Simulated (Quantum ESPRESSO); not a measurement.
## Re under changes of volume

One of the cells (14.714 Å³/atom); the others are scaled copies at fixed shape and fractional positions:

```
Re
1.0
     2.76080    0.00000    0.00000
    -1.38040    2.39092    0.00000
     0.00000    0.00000    4.45820
Re
2
Direct
  0.66667 0.33333 0.75000
  0.33333 0.66667 0.25000
```

```yaml
Program: Quantum ESPRESSO 7.5
Functional: PBE
Potentials_or_basis: PseudoDojo 0.5 SR PBE standard
Cutoff: 980 eV
Density_cutoff: 3918 eV
k_mesh: 11 × 11 × 6
Occupations: fermi-dirac, width 0.05 eV
Spin: no spin polarisation
```

```csv
volume (Å³/atom),energy over the lowest point (meV/atom),pressure (GPa)
13.831,?,?
14.125,55.63,23.2
14.420,21.68,14.0
14.714,3.67,5.8
15.008,0.00,-1.6
15.303,9.19,-8.2
15.597,29.92,-14.2
```

What does the run at 13.831 Å³/atom give?

Energy over the lowest point 107.29 meV/atom; pressure 33.3 GPa.

Worked out: A Birch-Murnaghan fit of order 3 (a polynomial in V^(-2/3)) to the other rows has its minimum at 14.94 Å³/atom with B0 = V·E''(V) = 364 GPa and B' = 4.3 at fixed shape and positions, which overstates the stiffness. It gives 107.17 meV/atom at 13.831 Å³/atom, against the run's 107.29, and -dE/dV = 33.2 GPa, against 33.3.

Energies are extrapolated to zero smearing.
